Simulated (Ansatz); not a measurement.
# InSe (P-6m2) in Ansatz: single point with PBE

Aim: the single point of InSe with PBE.

Everything below comes from runs of Ansatz 0.2.0. Logs are shortened: lines on timing, memory, paths and dates and some standing lists are left out, and cuts for length are marked.

## 1. The cell of the first run

The structure is hexagonal, space group P-6m2 (No. 187). Conventional cell: a = 4.047 Å, b = 4.047 Å, c = 18.413 Å, α = 90.00°, β = 90.00°, γ = 120.00°. Around In (site symmetry 3m) lie 3 Se at 2.67 Å and 1 In at 2.85 Å. In (site symmetry 3m) has 3 Se at 2.67 Å and 1 In at 2.85 Å as nearest neighbours. Se (site symmetry 3m) is surrounded by 3 In at 2.67 Å. Around Se (site symmetry 3m) lie 3 In at 2.67 Å.

Measurements of this composition are mostly on another form, of space group No. 160.

## 2. Single point, PBE (strained by +2 %)

File input.yaml:

```yaml
crystal:
  lattice:
    - [4.0473293151, 0.0, 0.0]
    - [-2.0236646576, 3.5050900044, 0.0]
    - [0.0, 0.0, 18.4131062082]
  atoms:
    - { symbol: In, position: [0.3333333333, 0.6666666667, 0.07739049] }
    - { symbol: In, position: [0.3333333333, 0.6666666667, 0.92260951] }
    - { symbol: In, position: [0.0, 0.0, 0.42260632] }
    - { symbol: In, position: [0.0, 0.0, 0.57739368] }
    - { symbol: Se, position: [0.3333333333, 0.6666666667, 0.35298428] }
    - { symbol: Se, position: [0.3333333333, 0.6666666667, 0.64701572] }
    - { symbol: Se, position: [0.6666666667, 0.3333333333, 0.14699993] }
    - { symbol: Se, position: [0.6666666667, 0.3333333333, 0.85300007] }
hamiltonian:
  xc: pbe
  pseudopotentials: { kind: paw }
kpoints:
  mp_grid: { grid: [6, 6, 2] }
scf:
  occupations: { method: fermi_dirac, width: 0.05 }
output:
  forces: true
  stress: true
  eigenvalues: true
```

Potentials or basis: Ansatz PAW.

The run is started by

```console
$ ansatz run input.yaml --threads 4 --pin off --max-ram 11264MiB --backend cpu --events-out ev --progress --plain --runs-dir out
```

Log:

```text
Warning: RAYON_NUM_THREADS=4 ignored (pool sized by the plan → 4); use --threads N
Engine: ansatz 0.2.0, aarch64-unknown-linux-gnu
Pseudopotentials: kind: paw
Pseudopotential: In, paw, valence charge 13, recommended cutoff 420 eV (normal), In.paw.azcp
Pseudopotential: Se, paw, valence charge 16, recommended cutoff 420 eV (normal), Se.paw.azcp
Functional definition: PBE
  parameter kappa = 0.804
  parameter beta = 0.06672455060314922
  exchange = pbe_x(kappa = kappa, mu = beta*pi^2/3)
  correlation = pbe_c(beta = beta)
Crystal: 8 atoms, lattice volume = 261.213 Å³
Basis set: ecut = 420 eV, 5137 PW (Γ), exchange–correlation on 60×60×250 points (8 copies of the dense FFT grid, shifted against one another)
Bands: 70, of which v1, the nominal top of the filled ones, is band 58 counted from 1 (57 counted from 0)
Symmetry: 12 space group operations
Space group: P-6m2 (ITA 187), of the structure as read, at distance tolerance 6.4e-5 Å
k-points: 14 of 72 (time reversal used)
Non-local potential: In, projectors of the file, l = 0: 2, l = 1: 2, l = 2: 2, l = 3: 2
Non-local potential: Se, projectors of the file, l = 0: 2, l = 1: 2, l = 2: 3, l = 3: 1
PAW form: soft (Blöchl's): semilocal exchange-correlation on the pseudo side does not see the compensation charge
PAW one-centre angular grid: In, 590 points (default); XC on 64 Gauss nodes
PAW one-centre angular grid: Se, 590 points (default); XC on 64 Gauss nodes
Initial density: superposition of atomic densities (neutral atoms: chi_scale 0, normalization atom), corrected by the library's trained network
Initial wavefunctions: pseudopotential atomic-orbital guess
Functional: x = pbe(κ = 0.804, μ = 0.2195149727645171), c = pbe(β = 0.06672455060314922)
SCF iter   1: F=—  HF=-44271.876052 eV  |F-HF|=—  |Δ(HF+E_count)|=         —  Δρ=1.61e-3  dr2=1.12e-2  ethr=1.77e-3  ⟨swp⟩=6.1  Hψ=3802  notcnv=0  defer=1
preconditioner: auto → Resta (q_TF=auto, 2.383 Å⁻¹)  ε∞=3.1  [insulator: Δε(μ)=0.801 eV  Ē_g=13.825 eV  σ=0.050 eV  W_gap=1.00  n_scr=66 (ndim 8)  ℏωp=20.0 eV  f_vac=0.172  D(μ)=0.00/eV (n_scr^D=0)  ε∞_Penn≈3.1]
SCF iter   2: F=—  HF=-44271.872390 eV  |F-HF|=—  |Δ(HF+E_count)|=   3.66e-3  Δρ=7.34e-4  dr2=1.62e-3  ethr=9.68e-6  ⟨swp⟩=2.0  Hψ=1671  notcnv=0  defer=22
SCF iter   3: F=—  HF=-44271.872551 eV  |F-HF|=—  |Δ(HF+E_count)|=   1.61e-4  Δρ=3.56e-4  dr2=3.98e-4  ethr=1.40e-6  ⟨swp⟩=2.7  Hψ=1334  notcnv=0  defer=3
automatic band count: iteration 3 solves 68 bands in place of 70: the levels show a gap, and the empty bands left out lie too high to hold charge; the band table lists the bands solved (type scf.n_extra_bands for more)
SCF iter   4: F=—  HF=-44271.872744 eV  |F-HF|=—  |Δ(HF+E_count)|=   1.93e-4  Δρ=6.63e-5  dr2=1.48e-5  ethr=3.43e-7  ⟨swp⟩=2.0  Hψ=1150  notcnv=0  defer=3
SCF iter   5: F=—  HF=-44271.872742 eV  |F-HF|=—  |Δ(HF+E_count)|=   1.12e-6  Δρ=1.93e-5  dr2=1.56e-6  ethr=1.28e-8  ⟨swp⟩=2.0  Hψ=1430  notcnv=0  defer=3
SCF iter   6: F=—  HF=-44271.872744 eV  |F-HF|=—  |Δ(HF+E_count)|=   1.21e-6  Δρ=7.03e-6  dr2=1.47e-7  ethr=1.34e-9  ⟨swp⟩=2.0  Hψ=1711  notcnv=0  defer=3
SCF iter   7: F=-44271.872744 eV  HF=-44271.872744 eV  |F-HF|=4.07e-10  |Δ(HF+E_count)|=   1.92e-7  Δρ=2.14e-6  dr2=2.39e-8  ethr=8.62e-11  ⟨swp⟩=8.0  Hψ=3970  notcnv=0
SCF 1 converged in 7 iterations: F = -44271.872744 eV  dr2 = 2.39e-8
SCF converged after 7 iterations
Free energy (F): -44271.872744 eV
Harris-Foulkes:  -44271.872744 eV  (|F-HF|=4.07e-10)
Internal energy: -44271.872732 eV  (E = F + TS)
E sigma→0 (E₀):  -44271.872738 eV
Entropy (-TS):   -0.000012 eV (-0.001 meV/atom)
Fermi energy:    6.041054 eV
--- Per-component energies (eV) ---
  E_band       = -1969.950321
  E_kinetic    = 1442.659976
  E_local      = -17132.244621  (includes V_loc(G=0)·N_el)
  E_nonlocal   = -914.048781
  E_hartree    = 7879.758814
  E_xc         = -1275.947461
  E_vxc        = -786.914181  (∫ρ·V_xc dr)
  E_paw        = -24265.695008  (= ΣΔE_a)
  E_vpaw       = -338.921046  (= ΣTr[D̂ρ^β])
  E_aug_tail   = -0.002311  (compensation charges beyond the density's cutoff)
  E_ewald      = -10006.353340
  E_smearing   = -0.000012  (= −TS)
  E_closure    = -0.000000  (closes the sum)
  Σ components = -44271.872744   (vs F -44271.872744, Δ=0.00e0)
--- Forces (eV/Å), atoms counted from 1 ---
  atom   1  In    -0.00000000    -0.00000000    -0.19772194
  atom   2  In    -0.00000000    -0.00000000     0.19772194
  atom   3  In    -0.00000000    -0.00000000     0.19647075
  atom   4  In    -0.00000000    -0.00000000    -0.19647075
  atom   5  Se     0.00000000     0.00000000    -0.07283227
  atom   6  Se     0.00000000     0.00000000     0.07283227
  atom   7  Se     0.00000000     0.00000000     0.07400743
  atom   8  Se     0.00000000     0.00000000    -0.07400743
  max |Σ_I F_I| component: 2.31e-17 eV/Å
--- Stress (GPa, compression-positive) ---
        0.978895       0.000000       0.000000
        0.000000       0.978895       0.000000
        0.000000       0.000000      -0.120106
  P = ⅓ Tr σ = 0.6126 GPa (6.126 kbar)
--- Band table (eV; the first three rows and the last of 14) ---
  k-point 0: bands = ["-41.4390", "-41.4390", "-41.4390", "-41.4390", "-41.4366", "-41.4366", "-41.4366", "-41.4366", "-41.4096", "-41.4096", "-41.4096", "-41.4096", "-41.4072", "-41.4072", "-41.4072", "-41.4072", "-41.3987", "-41.3987", "-41.3963", "-41.3963", "-8.7528", "-8.7506", "-8.5975", "-8.5975", "-8.5954", "-8.5954", "-8.5313", "-8.5313", "-8.5292", "-8.5292", "-8.5129", "-8.5129", "-8.5107", "-8.5107", "-8.3578", "-8.3578", "-8.3556", "-8.3556", "-8.3364", "-8.3339", "-7.3067", "-7.2419", "-7.1888", "-7.1214", "-0.0816", "0.0479", "1.9652", "2.3598", "4.6957", "4.6957", "4.7360", "4.7360", "4.7605", "4.7623", "4.7623", "4.8044", "4.8044", "5.6242", "6.4280", "7.1945", "7.9537", "8.0256", "10.2606", "10.2606", "10.2866", "10.2866", "11.3087", "11.3768"]
  k-point 1: bands = ["-41.4390", "-41.4390", "-41.4390", "-41.4390", "-41.4366", "-41.4366", "-41.4366", "-41.4366", "-41.4096", "-41.4096", "-41.4096", "-41.4096", "-41.4072", "-41.4072", "-41.4072", "-41.4072", "-41.3987", "-41.3987", "-41.3963", "-41.3963", "-8.7528", "-8.7506", "-8.5975", "-8.5975", "-8.5953", "-8.5953", "-8.5313", "-8.5313", "-8.5292", "-8.5292", "-8.5129", "-8.5129", "-8.5107", "-8.5107", "-8.3578", "-8.3578", "-8.3556", "-8.3556", "-8.3362", "-8.3340", "-7.2837", "-7.2819", "-7.1476", "-7.1456", "-0.0218", "-0.0188", "2.1518", "2.1561", "4.7094", "4.7094", "4.7107", "4.7107", "4.7885", "4.7885", "4.7898", "4.7898", "5.1217", "5.1304", "6.8739", "6.8858", "7.9955", "8.0015", "10.2726", "10.2726", "10.2743", "10.2743", "11.3365", "11.3407"]
  k-point 2: bands = ["-41.4390", "-41.4390", "-41.4389", "-41.4389", "-41.4366", "-41.4366", "-41.4365", "-41.4365", "-41.4096", "-41.4096", "-41.4096", "-41.4096", "-41.4072", "-41.4072", "-41.4072", "-41.4072", "-41.3987", "-41.3987", "-41.3963", "-41.3963", "-8.7612", "-8.7590", "-8.6650", "-8.6623", "-8.6212", "-8.6181", "-8.5927", "-8.5905", "-8.5189", "-8.5167", "-8.5141", "-8.5119", "-8.5017", "-8.4995", "-8.3936", "-8.3913", "-8.3598", "-8.3576", "-8.2766", "-8.2744", "-7.0501", "-6.9913", "-6.9449", "-6.8834", "0.0508", "0.1381", "1.9202", "2.0716", "3.4642", "3.5985", "3.6344", "4.0021", "4.3884", "4.4455", "4.4853", "4.5458", "5.0033", "5.5238", "7.5047", "7.8614", "8.6413", "8.7553", "9.5640", "9.6534", "10.4667", "10.4694", "10.5046", "10.5990"]
  k-point 13: bands = ["-41.4388", "-41.4388", "-41.4388", "-41.4388", "-41.4364", "-41.4364", "-41.4364", "-41.4364", "-41.4096", "-41.4096", "-41.4096", "-41.4096", "-41.4072", "-41.4072", "-41.4072", "-41.4072", "-41.3986", "-41.3986", "-41.3962", "-41.3962", "-8.8886", "-8.8866", "-8.8093", "-8.8073", "-8.6914", "-8.6892", "-8.6109", "-8.6088", "-8.5110", "-8.5088", "-8.4813", "-8.4791", "-8.4758", "-8.4736", "-8.3906", "-8.3884", "-8.3873", "-8.3851", "-8.2052", "-8.2028", "-6.0420", "-6.0397", "-5.9875", "-5.9852", "-0.1121", "-0.1108", "0.6222", "0.6226", "2.1751", "2.1832", "2.4575", "2.4694", "3.5053", "3.5212", "3.8718", "3.9377", "4.2096", "4.2728", "7.7944", "7.8507", "8.1921", "8.2577", "9.2226", "9.3127", "10.2013", "10.3462", "11.5353", "11.5482"]
```

It took 4.7 s on 4 threads of Arm Neoverse V2, shared host; peak memory 0.74 GiB.

What came out:

```
Free energy            : -44271.8727 eV
Pressure               : 0.6 GPa
Largest force          : 0.198 eV/Å
Band gap on the k mesh : 0.80 eV, direct
```

Forces on the atoms (eV/Å):
```
In   0.000  0.000 -0.198
In   0.000  0.000  0.198
In   0.000  0.000  0.196
In   0.000  0.000 -0.196
Se   0.000  0.000 -0.073
Se   0.000  0.000  0.073
Se   0.000  0.000  0.074
Se   0.000  0.000 -0.074
```

Stress tensor (GPa, compression positive):
```
 0.98  0.00  0.00
 0.00  0.98  0.00
 0.00  0.00 -0.12
```

Levels at points of the mesh, in eV from the valence-band top:
| k point | band 56 | band 57 | band 58 | band 59 | band 60 | band 61 |
| --- | --- | --- | --- | --- | --- | --- |
| (0.00, 0.00, 0.00) | -0.82 | -0.82 | 0.00 | 0.80 | 1.57 | 2.33 |
| (0.00, 0.00, -0.50) | -0.83 | -0.50 | -0.49 | 1.25 | 1.26 | 2.37 |
| (0.00, -0.50, 0.00) | -1.73 | -1.34 | -1.22 | 1.72 | 1.82 | 1.93 |
| (0.00, -0.50, -0.50) | -1.76 | -1.28 | -1.25 | 1.68 | 1.74 | 1.99 |

Caveat: spin-orbit coupling is left out, which moves the levels of the heavy elements; this functional lacks dispersion, which binds the layers, so the pressure and a relaxed spacing across them are unreliable. A k mesh can miss the band edges.
